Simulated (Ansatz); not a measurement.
A calculation with Ansatz 0.2.0 of HgSe (ASE script, structure from a CIF):

run.py

```python
import json

import ase.io
import numpy as np
from ase.calculators.calculator import CalculationFailed, Calculator
from ase.stress import full_3x3_to_voigt_6_stress
from ase.units import GPa

import ansatz as az

class AnsatzCalculator(Calculator):
    implemented_properties = ["energy", "free_energy", "forces", "stress", "magmom"]

    def calculate(self, atoms, properties, system_changes):
        super().calculate(atoms, properties, system_changes)
        structure = atoms.copy()
        structure.set_constraint()
        structure.set_momenta(None)
        structure.set_masses(None)
        outcome = (
            az.Crystal.from_ase(structure)
            .calculation()
            .basis(xc_grid=2)
            .kpoints(5, 5, 5)
            .functional(exchange="b88", correlation="pbe")
            .pseudopotentials(kind="paw", partial_waves="polarizable")
            .scf(tolerance=2e-10)
            .occupations(method="gaussian", width=0.1)
            .forces()
            .stress()
            .run(threads=2)
        )
        if not outcome.report["converged"]:
            raise CalculationFailed("SCF not converged")
        report = outcome.report
        self.results = {
            "free_energy": report["lagrangian_ev"],
            "energy": report["lagrangian_ev"],
            "forces": np.array(report["forces_ev_ang"]),
            "stress": -GPa * full_3x3_to_voigt_6_stress(report["stress_gpa"]),
            "magmom": report["magnetization_mub"],
        }

np.set_printoptions(precision=5, suppress=True, linewidth=110)
atoms = ase.io.read("HgSe.cif")
atoms.info.pop("occupancy", None)
atoms.calc = AnsatzCalculator()
print(f"free energy {atoms.get_potential_energy():.6f} eV")
print("forces (eV/A)", atoms.get_forces(), sep="\n")
print("stress (GPa, Voigt, tension positive)", atoms.get_stress() / GPa, sep="\n")
print(f"moment {atoms.get_magnetic_moment():.4f} muB")
```

Contents of HgSe.cif:

```cif
data_HgSe
_cell_length_a 6.07800000
_cell_length_b 6.07800000
_cell_length_c 6.07800000
_cell_angle_alpha 90.00000000
_cell_angle_beta 90.00000000
_cell_angle_gamma 90.00000000
_space_group_name_H-M_alt 'F-43m'
_space_group_name_Hall 'F -4 2 3'
_space_group_IT_number 216
loop_
_space_group_symop_operation_xyz
'x,y,z'
'y,-x,-z'
'-x,-y,z'
'-y,x,-z'
'x,-y,-z'
'y,x,z'
'-x,y,-z'
'-y,-x,z'
'z,x,y'
'-z,y,-x'
'z,-x,-y'
'-z,-y,x'
'-z,x,-y'
'z,y,x'
'-z,-x,y'
'z,-y,-x'
'y,z,x'
'-x,-z,y'
'-y,z,-x'
'x,-z,-y'
'-y,-z,x'
'x,z,y'
'y,-z,-x'
'-x,z,-y'
'x,y+1/2,z+1/2'
'y,-x+1/2,-z+1/2'
'-x,-y+1/2,z+1/2'
'-y,x+1/2,-z+1/2'
'x,-y+1/2,-z+1/2'
'y,x+1/2,z+1/2'
'-x,y+1/2,-z+1/2'
'-y,-x+1/2,z+1/2'
'z,x+1/2,y+1/2'
'-z,y+1/2,-x+1/2'
'z,-x+1/2,-y+1/2'
'-z,-y+1/2,x+1/2'
'-z,x+1/2,-y+1/2'
'z,y+1/2,x+1/2'
'-z,-x+1/2,y+1/2'
'z,-y+1/2,-x+1/2'
'y,z+1/2,x+1/2'
'-x,-z+1/2,y+1/2'
'-y,z+1/2,-x+1/2'
'x,-z+1/2,-y+1/2'
'-y,-z+1/2,x+1/2'
'x,z+1/2,y+1/2'
'y,-z+1/2,-x+1/2'
'-x,z+1/2,-y+1/2'
'x+1/2,y,z+1/2'
'y+1/2,-x,-z+1/2'
'-x+1/2,-y,z+1/2'
'-y+1/2,x,-z+1/2'
'x+1/2,-y,-z+1/2'
'y+1/2,x,z+1/2'
'-x+1/2,y,-z+1/2'
'-y+1/2,-x,z+1/2'
'z+1/2,x,y+1/2'
'-z+1/2,y,-x+1/2'
'z+1/2,-x,-y+1/2'
'-z+1/2,-y,x+1/2'
'-z+1/2,x,-y+1/2'
'z+1/2,y,x+1/2'
'-z+1/2,-x,y+1/2'
'z+1/2,-y,-x+1/2'
'y+1/2,z,x+1/2'
'-x+1/2,-z,y+1/2'
'-y+1/2,z,-x+1/2'
'x+1/2,-z,-y+1/2'
'-y+1/2,-z,x+1/2'
'x+1/2,z,y+1/2'
'y+1/2,-z,-x+1/2'
'-x+1/2,z,-y+1/2'
'x+1/2,y+1/2,z'
'y+1/2,-x+1/2,-z'
'-x+1/2,-y+1/2,z'
'-y+1/2,x+1/2,-z'
'x+1/2,-y+1/2,-z'
'y+1/2,x+1/2,z'
'-x+1/2,y+1/2,-z'
'-y+1/2,-x+1/2,z'
'z+1/2,x+1/2,y'
'-z+1/2,y+1/2,-x'
'z+1/2,-x+1/2,-y'
'-z+1/2,-y+1/2,x'
'-z+1/2,x+1/2,-y'
'z+1/2,y+1/2,x'
'-z+1/2,-x+1/2,y'
'z+1/2,-y+1/2,-x'
'y+1/2,z+1/2,x'
'-x+1/2,-z+1/2,y'
'-y+1/2,z+1/2,-x'
'x+1/2,-z+1/2,-y'
'-y+1/2,-z+1/2,x'
'x+1/2,z+1/2,y'
'y+1/2,-z+1/2,-x'
'-x+1/2,z+1/2,-y'
loop_
_atom_site_label
_atom_site_type_symbol
_atom_site_symmetry_multiplicity
_atom_site_Wyckoff_symbol
_atom_site_fract_x
_atom_site_fract_y
_atom_site_fract_z
_atom_site_occupancy
Hg1 Hg 4 a 0.0000000000 0.0000000000 0.0000000000 1
Se1 Se 4 c 0.2500000000 0.2500000000 0.2500000000 1
```

Potentials or basis: Ansatz PAW polarizable.

The run is started by

```sh
$ python run.py
```

Question: Write the same calculation in another form: native input, structure typed inline.

Answer: As run:

File input.yaml:

```yaml
crystal:
  lattice:
    - [6.078, 0.0, 0.0]
    - [0.0, 6.078, 0.0]
    - [0.0, 0.0, 6.078]
  atoms:
    - { symbol: Hg, position: [0.0, 0.0, 0.0] }
    - { symbol: Hg, position: [0.0, 0.5, 0.5] }
    - { symbol: Hg, position: [0.5, 0.0, 0.5] }
    - { symbol: Hg, position: [0.5, 0.5, 0.0] }
    - { symbol: Se, position: [0.25, 0.25, 0.25] }
    - { symbol: Se, position: [0.25, 0.75, 0.75] }
    - { symbol: Se, position: [0.75, 0.75, 0.25] }
    - { symbol: Se, position: [0.75, 0.25, 0.75] }
hamiltonian:
  xc: { exchange: b88, correlation: pbe }
  pseudopotentials: { kind: paw, partial_waves: polarizable }
kpoints:
  mp_grid: { grid: [5, 5, 5] }
scf:
  occupations: { method: gaussian, width: 0.1 }
output:
  forces: true
  stress: true
  eigenvalues: true
  write_density: true
  write_potential: true
  elf: true
  volumetric_format: npy
```

Potentials or basis: Ansatz PAW polarizable.

Run with:

```sh
$ ansatz run input.yaml --threads 2 --pin off --max-ram 5120MiB --backend cpu --events-out ev --progress --plain --runs-dir out
```

Both were run:

|  | ASE script, structure from a CIF | native input, structure typed inline |
| --- | --- | --- |
| Pressure | 4.6 GPa | 4.6 GPa |

Keys that steer only the numerical path or the files written may differ.

Caveat: the PAW data sets come from PBE, with cores solved anew for the run's functional, which leaves a small shift of forces and pressure.
